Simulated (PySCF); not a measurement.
Runs of PySCF 2.14.0 on CdTe. It takes space group F-43m (No. 216, cubic). Conventional cell: a = 6.410 Å, b = 6.410 Å, c = 6.410 Å, α = 90.00°, β = 90.00°, γ = 90.00°. Te (site symmetry -43m) is surrounded by 4 Cd at 2.78 Å. Around Cd (site symmetry -43m) lie 4 Te at 2.78 Å. 

```tsv
task	level	potentials or basis	k mesh	smearing	density cutoff	potentials	conv_tol	exxdiv	coulomb method	mesh quality	gap on the mesh (eV)
atomic charges	r2SCAN0	DZVP-MOLOPT-HYB/GTH-HYB (UZH) (potentials made for PBE0)	2 × 2 × 2	fixed	75 Ha	Cd GTH-HYB-q12, Te GTH-HYB-q6	1e-07 Ha	ewald	Gaussian density fitting (GDF)	coarse	2.62
atomic charges	LDA	DZVP-MOLOPT-HYB/GTH-HYB (UZH) (potentials made for PBE0)	2 × 2 × 2	fixed	75 Ha	Cd GTH-HYB-q12, Te GTH-HYB-q6	1e-07 Ha	-	Gaussian density fitting (GDF)	coarse	(b)
atomic charges	B3LYP	DZVP-MOLOPT-HYB/GTH-HYB (UZH) (potentials made for PBE0)	2 × 2 × 2	fixed	75 Ha	Cd GTH-HYB-q12, Te GTH-HYB-q6	1e-07 Ha	ewald	Gaussian density fitting (GDF)	coarse	2.22
excitation energies (Tamm-Dancoff)	HF	DZVP-MOLOPT-HYB/GTH-HYB (UZH) (potentials made for PBE0)	2 × 2 × 2	fixed	75 Ha	Cd GTH-HYB-q12, Te GTH-HYB-q6	1e-08 Ha	ewald	Gaussian density fitting (GDF)	coarse	7.90
atomic charges	r2SCAN	DZVP-MOLOPT-HYB/GTH-HYB (UZH) (potentials made for PBE0)	2 × 2 × 2	fixed	75 Ha	Cd GTH-HYB-q12, Te GTH-HYB-q6	1e-07 Ha	-	Gaussian density fitting (GDF)	coarse	1.05
atomic charges	r2SCANh	DZVP-MOLOPT-HYB/GTH-HYB (UZH) (potentials made for PBE0)	2 × 2 × 2	fixed	75 Ha	Cd GTH-HYB-q12, Te GTH-HYB-q6	1e-07 Ha	ewald	Gaussian density fitting (GDF)	coarse	1.67
EOM-CCSD ionisation and attachment energies	HF	DZVP-MOLOPT-HYB/GTH-HYB (UZH) (potentials made for PBE0)	1 × 1 × 1	fixed	75 Ha	Cd GTH-HYB-q12, Te GTH-HYB-q6	1e-08 Ha	ewald	Gaussian density fitting (GDF)	coarse	(c)
density of states	PBE	DZVP-MOLOPT-SR/GTH-PBE (potentials made for PBE)	7 × 7 × 7	fermi-dirac 0.05 eV	78 Ha	Cd GTH-PBE-q12, Te GTH-PBE-q6	1e-07 Ha	-	multigrid	not flagged	0.98
atomic charges	PBEsol	DZVP-MOLOPT-HYB/GTH-HYB (UZH) (potentials made for PBE0)	2 × 2 × 2	fixed	75 Ha	Cd GTH-HYB-q12, Te GTH-HYB-q6	1e-07 Ha	-	Gaussian density fitting (GDF)	coarse	(a)
```

Alike in all rows: no spin polarisation; cell as given.

**Question.** Estimate the missing entries.

**Answer.** (a) 0.69; (b) 0.52; (c) 9.82.

Caveats: some runs use coarse meshes; spin-orbit coupling is left out, which moves the levels of the heavy elements; the basis of atomic orbitals isn't converged, which shifts pressures, moduli and gaps; on so small a mesh gaps with full-range exact exchange can be off by tenths of an eV to over 1 eV (some runs); meta-GGAs need a finer uniform grid than this (some runs); mesh and basis are far too small for converged many-body values: gaps can be off by tenths of an eV to over 1 eV, and much correlation energy is missing (some runs); the iterative solver can pass over a root and still report convergence (some runs).

A k mesh can miss the band edges, and the runs leave out spin-orbit coupling on Cd, Te.

Not every run made on this cell is shown here.
